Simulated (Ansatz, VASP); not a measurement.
Given: the input of a run of VASP 6.6.1 on KCl.

The input INCAR:

```
SYSTEM = KCl
PREC = Accurate
ENCUT = 520
EDIFF = 1E-7
ISMEAR = -1
SIGMA = 0.05
LREAL = .False.
LASPH = .True.
NELM = 100
ALGO = Normal
ISIF = 2
LWAVE = .False.
LCHARG = .False.
GGA = PS
NBANDS = 15
```

Contents of KPOINTS:

```
Automatic mesh
0
Gamma
  7 7 7
  0 0 0
```

The input POSCAR:

```
KCl
1.0
    3.8134288075      0.0000000000      0.0000000000
    0.0000000000      3.8134288075      0.0000000000
    0.0000000000      0.0000000000      3.8134288075
K Cl
1 1
Direct
    0.0000000000      0.0000000000      0.0000000000
    0.5000000000      0.5000000000      0.5000000000
```

Potentials or basis: VASP PAW PBE potentials, release 64 (K_sv, Cl).

Run with:

```sh
$ cat potpaw_PBE.64/K_sv/POTCAR potpaw_PBE.64/Cl/POTCAR > POTCAR
$ mpirun -np 1 vasp_std > vasp.out
```

Q: Set up the same calculation for Ansatz 0.2.0. Potentials there: Ansatz PAW.

A: As run (the cutoff follows the program's own potentials):

Contents of input.yaml:

```yaml
crystal:
  lattice:
    - [3.8134288075, 0.0, 0.0]
    - [0.0, 3.8134288075, 0.0]
    - [0.0, 0.0, 3.8134288075]
  atoms:
    - { symbol: K, position: [0.0, 0.0, 0.0] }
    - { symbol: Cl, position: [0.5, 0.5, 0.5] }
hamiltonian:
  xc: pbesol
  pseudopotentials: { kind: paw }
kpoints:
  mp_grid: { grid: [7, 7, 7] }
scf:
  occupations: { method: fermi_dirac, width: 0.05 }
output:
  forces: true
  stress: true
  eigenvalues: true
```

Potentials or basis: Ansatz PAW.

Run with:

```sh
$ ansatz run input.yaml --threads 1 --pin off --max-ram 3584MiB --backend cpu --events-out ev --progress --plain --runs-dir out
```

Both were run:

|  | VASP | Ansatz | Ansatz less VASP |
| --- | --- | --- | --- |
| gap on the k mesh at the Fermi level (eV) | 4.72 | 4.73 | +0.003 |
| least direct gap on the mesh (eV) | 4.91 | 4.91 | +0.003 |
| pressure (GPa) | -1.1 | -1.1 | -0.03 |

The functional is the same, so the differences come from potentials, cutoffs and numerics.

Caveats: the PAW data sets were made with another functional, which shifts forces and pressure a little (VASP); an odd mesh through Γ misses points on the zone boundary, where band edges often lie (VASP); odd divisions of the mesh miss points on the zone boundary, where band edges often lie, so the gap on the mesh can be too wide (Ansatz); the PAW data sets come from PBE, with cores solved anew for the run's functional, which leaves a small shift of forces and pressure (Ansatz).
